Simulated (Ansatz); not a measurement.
# O (C2/m) in Ansatz: single point with PBEsol

Aim: the single point of O with PBEsol.

Everything below comes from runs of Ansatz 0.2.0. Logs are shortened: lines on timing, memory, paths and dates and some standing lists are left out, and cuts for length are marked.

### 1 The structure

It takes space group C2/m (No. 12, monoclinic). The conventional cell has a = 5.703 Å, b = 3.325 Å, c = 4.363 Å, α = 90.00°, β = 123.29°, γ = 90.00°. O (site symmetry m) has 1 O at 1.22 Å as nearest neighbours.

### 2 Single point, PBEsol

Contents of input.yaml:

```yaml
crystal:
  lattice:
    - [2.8514028533, -1.66241594, 0.0]
    - [2.8514028533, 1.66241594, 0.0]
    - [-2.3944914034, 0.0, 3.6470501824]
  atoms:
    - { symbol: O, position: [0.97454617, 0.97454617, 0.84442598] }
    - { symbol: O, position: [0.02545383, 0.02545383, 0.15557402] }
kpoints:
  mp_grid: { grid: [8, 8, 6] }
scf:
  occupations: { method: fermi_dirac, width: 0.05 }
hamiltonian:
  xc: pbesol
  pseudopotentials: { kind: all_electron, datasets: crystal }
output:
  forces: true
  stress: true
  eigenvalues: true
  elf: true
  volumetric_format: npy
```

Potentials or basis: all-electron PAW datasets made for the crystal.

Started as:

```
ansatz run input.yaml --threads 2 --pin off --max-ram 8192MiB --backend cpu --events-out ev --progress --plain --runs-dir out
```

The log of the run:

```text
Warning: RAYON_NUM_THREADS=2 ignored (pool sized by the plan → 2); use --threads N
hamiltonian.pseudopotentials.datasets: crystal makes datasets for this crystal and solves the spheres of its atoms anew in each pass: cutoff 1000.0 eV, the density's 4000.0 eV; for an error of 0.50 meV an atom under PBE, 1.0 meV for the cell; an energy difference from a run of another recipe may be off by several times the error for the cell, under r2SCAN by more, where some 0.1 meV an atom stays at smaller errors; O in spheres of 0.609 Å, 6 of its electrons in bands
Engine: ansatz 0.2.0, aarch64-unknown-linux-gnu
Pseudopotentials: kind: all_electron
Pseudopotential: O, paw, valence charge 6, recommended cutoff 1000 eV (normal), crystal/all_electron/pbesol/scalar/gaussian/O, Koelling and Harmon's equation, gaussian nucleus
Functional definition: PBEsol
  exchange = pbesol_x
  correlation = pbesol_c
Crystal: 2 atoms, lattice volume = 34.576 Å³
Basis set: ecut = 1000 eV, 2493 PW (Γ), exchange–correlation on 72×72×90 points (8 copies of the dense FFT grid, shifted against one another)
Bands: 10, of which v1, the nominal top of the filled ones, is band 6 counted from 1 (5 counted from 0)
Symmetry: 4 space group operations
Space group: C2/m (ITA 12), of the structure as read, at distance tolerance 3.3e-5 Å
k-points: 114 of 384
Non-local potential: O, projectors of the file, l = 0: 1, l = 1: 1
PAW form: soft (Blöchl's): semilocal exchange-correlation on the pseudo side does not see the compensation charge
PAW one-centre angular grid: O, 110 points (default); XC on its mesh's 1779 points in the sphere
Initial density: superposition of atomic densities (neutral atoms: chi_scale 0, normalization atom)
Initial wavefunctions: pseudopotential atomic-orbital guess
Functional: x = pbesol(κ = 0.804, μ = 0.12345679012345678), c = pbesol(β = 0.046)
iter 1 solved again at ethr=4.89e-3 eV; its pass at ethr=1.00e-1 eV (dr2=5.87e-1 eV) is discarded
SCF iter   1: F=—  HF=-4077.881880 eV  |F-HF|=—  |Δ(HF+E_count)|=         —  Δρ=6.59e-2  dr2=5.04e-1  ethr=4.89e-3  ⟨swp⟩=3.1  Hψ=7117  notcnv=0
preconditioner: auto → LDOS  [metal: Δε(μ)=0.008 eV  Ē_g=14.935 eV  σ=0.050 eV  W_gap=0.04  n_scr=4 (ndim 8)  ℏωp=20.0 eV  f_vac=0.165  D(μ)=6.44/eV (n_scr^D=100)  β→1.0]
SCF iter   2: F=—  HF=-4077.709929 eV  |F-HF|=—  |Δ(HF+E_count)|=   1.72e-1  Δρ=2.14e-2  dr2=6.14e-2  ethr=4.20e-3  ⟨swp⟩=3.1  Hψ=3009  notcnv=0  defer=3
SCF iter   3: F=—  HF=-4077.695576 eV  |F-HF|=—  |Δ(HF+E_count)|=   1.44e-2  Δρ=8.87e-3  dr2=9.61e-3  ethr=5.11e-4  ⟨swp⟩=3.1  Hψ=3328  notcnv=0  defer=4
SCF iter   4: F=—  HF=-4077.695583 eV  |F-HF|=—  |Δ(HF+E_count)|=   6.77e-6  Δρ=9.48e-3  dr2=7.60e-3  ethr=8.01e-5  ⟨swp⟩=2.2  Hψ=2295  notcnv=0  defer=7
SCF iter   5: F=—  HF=-4077.694634 eV  |F-HF|=—  |Δ(HF+E_count)|=   9.49e-4  Δρ=1.66e-3  dr2=8.20e-4  ethr=6.33e-5  ⟨swp⟩=2.1  Hψ=2009  notcnv=0  defer=4
iter 6 solved again at ethr=6.62e-7 eV; its pass at ethr=6.83e-6 eV (dr2=7.95e-5 eV) is discarded
SCF iter   6: F=—  HF=-4077.694991 eV  |F-HF|=—  |Δ(HF+E_count)|=   3.56e-4  Δρ=4.77e-4  dr2=7.94e-5  ethr=6.62e-7  ⟨swp⟩=2.0  Hψ=5064  notcnv=0  defer=2
SCF iter   7: F=—  HF=-4077.694981 eV  |F-HF|=—  |Δ(HF+E_count)|=   9.95e-6  Δρ=1.64e-4  dr2=1.00e-5  ethr=6.62e-7  ⟨swp⟩=2.0  Hψ=1955  notcnv=0  defer=2
SCF iter   8: F=—  HF=-4077.694980 eV  |F-HF|=—  |Δ(HF+E_count)|=   9.25e-7  Δρ=2.17e-5  dr2=1.71e-7  ethr=8.37e-8  ⟨swp⟩=3.0  Hψ=2550  notcnv=0  defer=2
SCF iter   9: F=-4077.694980 eV  HF=-4077.694980 eV  |F-HF|=1.85e-9  |Δ(HF+E_count)|=   1.03e-8  Δρ=4.29e-6  dr2=8.68e-9  ethr=1.42e-9  ⟨swp⟩=2.1  Hψ=1959  notcnv=0  defer=1
SCF 1 converged in 9 iterations: F = -4077.694980 eV  dr2 = 8.68e-9
  Residual-converged pass: ⟨swp⟩=3.4  Hψ=2641  notcnv=0  max |occ|·‖R‖ = 5.2e-6 eV (tolerance 5.3e-6 eV)  dr2=8.09e-9  dr2_onsite=8.49e-10  max |Δocc| = 3.3e-10
SCF converged after 9 iterations
Free energy (F): -4077.694980 eV
Harris-Foulkes:  -4077.694980 eV  (|F-HF|=1.85e-9)
Internal energy: -4077.642621 eV  (E = F + TS)
E sigma→0 (E₀):  -4077.668801 eV
Entropy (-TS):   -0.052359 eV (-26.179 meV/atom)
Past the cutoff: the bands carry plane waves up to 1.75 times it, of which those up to 1.5 times it add -0.000080 eV an atom, each by itself; the spheres take 0.000105 eV an atom off the energy for waves past 1.75 times it
By the cutoff:   a pressure is off by up to 0.005 GPa (1.2 times the spheres' own share and the shells' term, over an atom's volume, and 0.004 GPa: a bound that held against runs at twice the plane waves)
Past the cutoffs: a stress includes 0.0006 GPa for waves and charges beyond them, in addition to the slope of what the spheres take
In the spheres:  the bands' charges fall short by 4.1e-7 e at most (sound up to 1e-3)
Fermi energy:    -0.424688 eV
--- Per-component energies (eV) ---
  E_band       = -127.362600
  E_kinetic    = 472.586666
  E_local      = -1010.470150  (includes V_loc(G=0)·N_el)
  E_nonlocal   = -25.320743
  E_hartree    = 346.688346
  E_xc         = -169.987577
  E_vxc        = -221.585627  (∫ρ·V_xc dr)
  E_paw        = -3702.066359  (= ΣΔE_a)
  E_vpaw       = -496.879293  (= ΣTr[D̂ρ^β])
  E_ewald      = -450.004556
  E_smearing   = -0.052359  (= −TS)
  E_closure    = 460.931752  (closes the sum)
  Σ components = -4077.694980   (vs F -4077.694980, Δ=0.00e0)
  The terms above E_closure are by the made datasets' own strengths, without shells solved beside the bands.
--- Forces (eV/Å), atoms counted from 1 ---
  atom   1  O     -0.43513098     0.00000000     0.65451553
  atom   2  O      0.43513098    -0.00000000    -0.65451553
  max |Σ_I F_I| component: 1.11e-16 eV/Å
--- Stress (GPa, compression-positive) ---
       -0.901579       0.000000       2.285188
        0.000000      -3.604625      -0.000000
        2.285188      -0.000000      -6.254346
  P = ⅓ Tr σ = -3.5869 GPa (-35.869 kbar)
--- Band table (eV; the first three rows and the last of 114) ---
  k-point 0: bands = ["-26.7856", "-14.1685", "-8.3003", "-6.7145", "-6.6777", "-0.5206", "-0.2387", "6.1942"]
  k-point 1: bands = ["-26.7770", "-14.2895", "-8.0821", "-6.7328", "-6.7000", "-0.4658", "-0.2041", "6.1728"]
  k-point 2: bands = ["-26.7595", "-14.5137", "-7.6433", "-6.7689", "-6.7564", "-0.3531", "-0.1354", "6.2464"]
  k-point 113: bands = ["-26.6680", "-14.2887", "-7.6643", "-7.6148", "-6.9370", "-0.7368", "-0.3633", "7.6961"]
```

It took 10 s on 2 threads of Arm Neoverse V2, shared host; peak memory 0.75 GiB.

Results:

- Free energy: -4077.6950 eV
- Pressure: -3.6 GPa
- Largest force: 0.786 eV/Å
- Band gap on the k mesh: none (metal or under the smearing width)

Forces on the atoms (eV/Å):
```
O   -0.435  0.000  0.655
O    0.435  0.000 -0.655
```

Stress tensor (GPa, compression positive):
```
-0.90  0.00  2.29
 0.00 -3.60  0.00
 2.29  0.00 -6.25
```

Caveat: the k mesh is thin for a metal, which can move the energy by tens of meV per atom; spin is off for a triplet molecule.
